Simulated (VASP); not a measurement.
# Ga in VASP: a series of runs, part 2 of 4

VASP 6.6.1. Earlier steps stand in the parts before.

### Step 3. Work function, PBE

The input, INCAR:

```
SYSTEM = Ga
PREC = Accurate
ENCUT = 520
EDIFF = 1E-6
ISMEAR = -1
SIGMA = 0.05
LREAL = .False.
LASPH = .True.
NELM = 100
ALGO = Fast
ISIF = 2
LWAVE = .False.
LCHARG = .False.
LDIPOL = .True.
IDIPOL = 3
DIPOL = 0.5 0.5 0.294
GGA = PE
EFIELD = 0.3
LVHAR = .True.
LVACPOTAV = .True.
```

The input, KPOINTS:

```
Automatic mesh
0
Gamma
  7 7 1
  0 0 0
```

The input, POSCAR:

```
Ga
1.0
    4.3304700000      0.0000000000      0.0000000000
   -2.1652300000      3.7503000000      0.0000000000
    0.0000000000      0.0000000000     23.8000000000
Ga
2
Direct
    0.3333300000      0.6666700000      0.2941200000
    0.6666700000      0.3333300000      0.2941200000
```

Potentials or basis: VASP PAW PBE potentials, release 64 (Ga_d).

Launch:

```console
$ cat potpaw_PBE.64/Ga_d/POTCAR > POTCAR
$ mpirun -np 1 vasp_std > vasp.out
```

OUTCAR:

```text
SYSTEM = Ga
   PREC = Accurate
   ENCUT = 520
   EDIFF = 1E-6
   ISMEAR = -1
   LREAL = .False.
   LASPH = .True.
   NELM = 100
   ISIF = 2
   GGA = PE

 ion  position               nearest neighbor table
   1  0.333  0.667  0.294-   2 2.50   2 2.50   2 2.50
   2  0.667  0.333  0.294-   1 2.50   1 2.50   1 2.50

  LATTYP: Found a hexagonal cell.
 ALAT       =     4.3304700000
 C/A-ratio  =     5.4959392399

  Lattice vectors:

 A1 = (   4.3304700000,   0.0000000000,   0.0000000000)
 A2 = (  -2.1652300000,   3.7503000000,   0.0000000000)
 A3 = (   0.0000000000,   0.0000000000,  23.8000000000)

Analysis of symmetry for initial positions (statically):
=====================================================================
 Subroutine PRICEL returns:
 Original cell was already a primitive cell.

 Routine SETGRP: Setting up the symmetry group for a
 hexagonal supercell.

 Subroutine GETGRP returns: Found  8 space group operations
 (whereof  4 operations were pure point group operations)
 out of a pool of 24 trial point group operations.

The static configuration has the point symmetry C_2v.
 The point group associated with its full space group is D_2h.

Analysis of symmetry for dynamics (positions and initial velocities):
=====================================================================
 An external electric field (EFIELD) may reduce the allowed symmetry operations
 Subroutine PRICEL returns:
 Original cell was already a primitive cell.

 Routine SETGRP: Setting up the symmetry group for a
 hexagonal supercell.

 Subroutine GETGRP returns: Found  4 space group operations
 (whereof  4 operations were pure point group operations)
 out of a pool of 24 trial point group operations.

The dynamic configuration has the point symmetry C_2v.

 Subroutine INISYM returns: Found  4 space group operations
 (whereof  4 operations are pure point group operations),
 and found     1 'primitive' translations

----------------------------------------------------------------------------------------

                                     Primitive cell

  volume of cell :     386.5254

  direct lattice vectors                    reciprocal lattice vectors
     4.330470000  0.000000000  0.000000000     0.230921817  0.133322360  0.000000000
    -2.165230000  3.750300000  0.000000000     0.000000000  0.266645335  0.000000000
     0.000000000  0.000000000 23.800000000     0.000000000  0.000000000  0.042016807

  length of vectors
     4.330470000  4.330470072 23.800000000     0.266645339  0.266645335  0.042016807

  position of ions in fractional coordinates (direct lattice)
     0.333330000  0.666670000  0.294120000
     0.666670000  0.333330000  0.294120000

  ion indices of the primitive-cell ions
   primitive index   ion index
                 1           1
                 2           2

----------------------------------------------------------------------------------------

 KPOINTS: Automatic mesh

Automatic generation of k-mesh.
 Grid dimensions read from file:
 generate k-points for:    7    7    1

 Generating k-lattice:

  Cartesian coordinates                     Fractional coordinates (reciprocal lattice)
     0.032988831  0.019046051  0.000000000     0.142857143 -0.000000000  0.000000000
     0.000000000  0.038092191  0.000000000     0.000000000  0.142857143  0.000000000
     0.000000000  0.000000000  0.042016807     0.000000000  0.000000000  1.000000000

  Length of vectors
     0.038092191  0.038092191  0.042016807

  Shift w.r.t. Gamma in fractional coordinates (k-lattice)
     0.000000000  0.000000000  0.000000000

 Subroutine IBZKPT returns following result:
 ===========================================

 Found     16 irreducible k-points:

 Following reciprocal coordinates:
            Coordinates               Weight
  0.000000  0.000000  0.000000      1.000000
  0.142857  0.000000  0.000000      4.000000
 -0.142857  0.142857  0.000000      2.000000
  0.285714  0.000000  0.000000      4.000000
 -0.285714  0.285714  0.000000      2.000000
  0.428571  0.000000  0.000000      4.000000
[... 8 lines left out ...]
  0.285714  0.285714  0.000000      2.000000
 -0.285714 -0.428571  0.000000      4.000000
   k-points           NKPTS =     16   k-points in BZ     NKDIM =     16   number of bands    NBANDS=     17
   number of dos      NEDOS =    301   number of ions     NIONS =      2
   total plane-waves  NPLWV = 184320
   dimension x,y,z NGX =    32 NGY =   32 NGZ =  180
   dimension x,y,z NGXF=    64 NGYF=   64 NGZF=  360
   ions per type =               2
   NGX,Y,Z   is equivalent  to a cutoff of  12.28, 12.28, 12.57 a.u.
   NGXF,Y,Z  is equivalent  to a cutoff of  24.57, 24.57, 25.15 a.u.
 SYSTEM =  Ga
   PREC   = accura    normal or accurate (medium, high low for compatibility)
   ISTART =      0    job   : 0-new  1-cont  2-samecut
   ICHARG =      2    charge: 1-file 2-atom 10-const
   ISPIN  =      1    spin polarized calculation?
   LNONCOLLINEAR =      F non collinear calculations
   LSORBIT =      F    spin-orbit coupling
   LASPH  =      T    aspherical Exc in radial PAW
   ENCUT  =  520.0 eV  38.22 Ry    6.18 a.u.   8.05  8.05 44.25*2*pi/ulx,y,z
   NELM   =    100;   NELMIN=  2; NELMDL= -5     # of ELM steps
   EDIFF  = 0.1E-05   stopping-criterion for ELM
   LREAL  =      F    real-space projection
   EDIFFG = 0.1E-04   stopping-criterion for IOM
   NSW    =      0    number of steps for IOM
   IBRION =     -1    ionic relax: 0-MD 1-quasi-New 2-CG
   NFREE  =      0    steps in history (QN), initial steepest desc. (CG)
   ISIF   =      2    stress and relaxation
   ISYM   =      2    0-nonsym 1-usesym 2-fastsym
   POTIM  = 0.5000    time-step for ionic-motion
   TEBEG  =    0.0;   TEEND  =   0.0 temperature during run
   PSTRESS=    0.0 pullay stress
   NELECT =      26.0000    total number of electrons
   NUPDOWN=      -1.0000    fix difference up-down
   EMIN   =  10.00;   EMAX   =-10.00  energy-range for DOS
   EFERMI =   0.00;   METHOD = LEGACY
   ISMEAR =    -1;   SIGMA  =   0.05  broadening in eV -4-tet -1-fermi 0-gaus
   EFERMI_NEDOS =   21; number of points for ismear=-14 and -15
   IALGO  =     68    algorithm
   IMIX   =      4    mixing-type and parameters
     AMIX     =   0.40;   BMIX     =  1.00
     AMIX_MAG =   1.60;   BMIX_MAG =  1.00
  volume/ion in A,a.u.               =     193.26      1304.20
  Fermi-wavevector in a.u.,A,eV,Ry     =   0.665794  1.258168  6.031215  0.443282
  Thomas-Fermi vector in A             =   1.739898
   LORBIT       =      0    0 simple, 1 ext, 2 COOP (PROOUT), +10 PAW based schemes
   GGA     = PE    functional components
   LHFCALC =     F    Hartree Fock is set to
   AEXX    =    0.0000 exact exchange contribution
   IVDW    =     0    specifies the selected vdW correction
   LEPSILON=     F    determine dielectric tensor
   LRPA    =     F    only Hartree local field effects (RPA)
 non-spin polarized calculation
 RMM-DIIS sequential band-by-band and
  energy-cutoff  :      520.00
  volume of cell :      386.53
 maximum number of plane-waves:     10440
   NGX = 17   NGY = 17   NGZ = 89

 number of electron      26.0000003 magnetization

 dipolmoment           0.000000      0.000000      0.091126 electrons x Angstroem

 Free energy of the ion-electron system (eV)
  ---------------------------------------------------
  ext. energy  EPLUGINS =         0.00000000
  ---------------------------------------------------
  free energy    TOTEN  =        -4.58023099 eV

  energy without entropy =       -4.56386267  energy(sigma->0) =       -4.57204683

 E-fermi :  -3.4041     XC(G=0):  -1.8040

 val. band max:       -3.4872036826   @ k =   0.2857   0.0000   0.0000
 cond. band min:      -3.3752257539   @ k =  -0.1429   0.2857   0.0000
 fundamental gap:      0.1119779287
 Fermi energy:        -3.4041053581

 k-point     1 :       0.0000    0.0000    0.0000
  band No.  band energies     occupation
      1     -18.2635      2.00000
      2     -18.1407      2.00000
      3     -18.1407      2.00000
      4     -18.0910      2.00000
      5     -18.0909      2.00000
      6     -17.9290      2.00000
[... 9 lines left out ...]
     16      -0.8300      0.00000
     17      -0.2252      0.00000
[... 281 lines left out ...]
 k-point    16 :      -0.2857   -0.4286    0.0000
  band No.  band energies     occupation
      1     -18.3061      2.00000
      2     -18.2056      2.00000
      3     -18.2036      2.00000
      4     -18.1758      2.00000
      5     -18.0644      2.00000
      6     -18.0163      2.00000
[... 9 lines left out ...]
     16       1.7639      0.00000
     17       2.0646      0.00000

------------------------ aborting loop because EDIFF is reached ----------------------------------------

  FORCE on cell =-STRESS in cart. coord.  units (eV):
  Direction    XX          YY          ZZ          XY          YZ          ZX
  --------------------------------------------------------------------------------------
  -------------------------------------------------------------------------------------
  Total       -0.0327919     -0.0324433     -0.0256154      0.0003019      0.0000000      0.0000000
  in kB       -0.1359248     -0.1344798     -0.1061776      0.0012514      0.0000000      0.0000000
  external PRESSURE =      -0.1255274 kB  Pullay stress =       0.0000000 kB

 VOLUME and BASIS-vectors are now :
 -----------------------------------------------------------------------------
  energy-cutoff  :      520.00
  volume of cell :      386.53
      direct lattice vectors                 reciprocal lattice vectors
     4.330470000  0.000000000  0.000000000     0.230921817  0.133322360  0.000000000
    -2.165230000  3.750300000  0.000000000     0.000000000  0.266645335  0.000000000
     0.000000000  0.000000000 23.800000000     0.000000000  0.000000000  0.042016807

 POSITION                                       TOTAL-FORCE (eV/Angst)
 -----------------------------------------------------------------------------------
     -0.00002      2.50021      7.00006         0.000185     -0.000107      0.000000
      2.16526      1.25009      7.00006        -0.000185      0.000107      0.000000
 -----------------------------------------------------------------------------------
    total drift:                               -0.000000     -0.000000     -0.002378

  FREE ENERGIE OF THE ION-ELECTRON SYSTEM (eV)
  ---------------------------------------------------
  free  energy   TOTEN  =        -4.5802309947 eV

  energy  without entropy=       -4.5638626670  energy(sigma->0) =       -4.57204683
```

stdout:

```text
POSCAR found type information on POSCAR Ga
 POSCAR found :  1 types and       2 ions
 scaLAPACK will be used
 LDA part: xc-table for (Slater+PW92), standard interpolation
 POSCAR, INCAR and KPOINTS ok, starting setup
 FFT: planning ... GRIDC
[... 27 lines left out ...]
|           W    W  A    A  R    R  N    N  II  N    N   GGGG   !!!           |
|                                                                             |
|     Did not find any points to average over, which means that no vacuum     |
|     field-free region was found. Please increase the size of  your cell     |
|     in the dimension of the dipole correction to obtain accurate            |
|     workfunction values.                                                    |
|                                                                             |
 -----------------------------------------------------------------------------
```

It took 66 s on 1 thread of Intel Xeon 6975P-C (Granite Rapids), shared host; peak memory 0.44 GiB.

What came out:

```yaml
Free_energy: -4.5802 eV
Band_gap_on_the_k_mesh: none (metal or under the smearing width)
```

Levels at points of the mesh, in eV from the Fermi level:
| k point | band 11 | band 12 | band 13 | band 14 | band 15 | band 16 |
| --- | --- | --- | --- | --- | --- | --- |
| (0.00, 0.00, 0.00) | -8.18 | -0.90 | 1.28 | 1.28 | 1.63 | 2.57 |

(Part 2 of 4 ends here.)
